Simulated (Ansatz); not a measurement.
A calculation with Ansatz 0.2.0 of Hf (ASE script, structure from a POSCAR):

Contents of run.py:

```python
import json

import ase.io
import numpy as np

import ansatz as az

atoms = ase.io.read("POSCAR", format="vasp")

calculation = (
    az.Crystal.from_ase(atoms)
    .calculation()
    .kpoints(10, 10, 10)
    .functional("rpbe", dispersion="d3bj")
    .pseudopotentials(kind="paw")
    .scf(extra_bands=6)
    .occupations(method="cold", width=0.01)
    .density()
    .potential()
    .output_files(volumetric_format="npy")
    .electron_localization_function()
    .density_of_states(energy_step=0.05, projected=False, nscf_kmesh=(15, 15, 15))
    .forces()
    .stress()
    .band_table(publish=True)
)
outcome = calculation.run(threads=2, events_out="events.jsonl")

report = outcome.report
for line in open("events.jsonl"):
    event = json.loads(line)
    if event["event"] == "scf_iter":
        d = event["data"]
        print(f"SCF {d['iter']:3d}  HF = {d['harris_foulkes_ev']:.6f} eV  dr2 = {d['dr2_ev']:.2e} eV")
    elif event["event"] in ("relax_step", "md_step"):
        d = event["data"]
        print(f"{event['event']} {d['step']:3d}  E = {d['lagrangian_ev']:.6f} eV")
np.set_printoptions(precision=5, suppress=True, linewidth=110)
print("converged:", report["converged"], "after", report["n_iterations"], "iterations")
print(f"free energy {report['free_energy_ev']:.6f} eV, Fermi level {report['fermi_energy_ev']:.4f} eV")
for key in ("band_edges_ev", "magnetization_mub", "site_moments_mub", "site_moments_nc_mub", "forces_ev_ang",
                "stress_gpa", "kpoints_frac", "eigenvalues_ev"):
    if report.get(key) is not None:
        print(key, np.array(report[key]), sep="\n")
```

The input POSCAR:

```
Hf
1.0
    0.0000000000      2.2200000000      2.2200000000
    2.2200000000      0.0000000000      2.2200000000
    2.2200000000      2.2200000000      0.0000000000
Hf
1
Direct
    0.0000000000      0.0000000000      0.0000000000
```

Potentials or basis: Ansatz PAW.

The run is started by

```sh
$ python run.py
```

This isn't the form of Hf at room conditions, which is hcp.

Problem. Write the same calculation in another form: native input, structure typed inline.

Solution. As run:

Contents of input.yaml:

```yaml
crystal:
  lattice:
    - [0.0, 2.22, 2.22]
    - [2.22, 0.0, 2.22]
    - [2.22, 2.22, 0.0]
  atoms:
    - { symbol: Hf, position: [0.0, 0.0, 0.0] }
hamiltonian:
  xc: rpbe
  pseudopotentials: { kind: paw }
  dispersion: d3bj
kpoints:
  mp_grid: { grid: [10, 10, 10] }
scf:
  occupations: { method: cold, width: 0.01 }
  n_extra_bands: 6
output:
  forces: true
  stress: true
  eigenvalues: true
  dos: { projected: false, de: 0.05, nscf_kmesh: { grid: [15, 15, 15] } }
```

Potentials or basis: Ansatz PAW.

Launch:

```console
$ ansatz run input.yaml --threads 2 --pin off --max-ram 5120MiB --backend cpu --events-out ev --progress --plain --runs-dir out
```

Both were run:

|  | ASE script, structure from a POSCAR | native input, structure typed inline |
| --- | --- | --- |
| Pressure | -22.7 GPa | -22.7 GPa |
| Band gap on the k mesh | none (metal or under the smearing width) | none (metal or under the smearing width) |
| Density of states at the Fermi level | 1.47 states/eV per cell | 1.47 states/eV per cell |

Keys that steer only the numerical path or the files written may differ.

Caveat: so large a pressure means that the cell lies far from this level's equilibrium, or that cutoff or potentials fall short; pairwise dispersion overbinds metals, which lowers pressure and volume; the PAW data sets come from PBE, with cores solved anew for the run's functional, which leaves a small shift of forces and pressure.
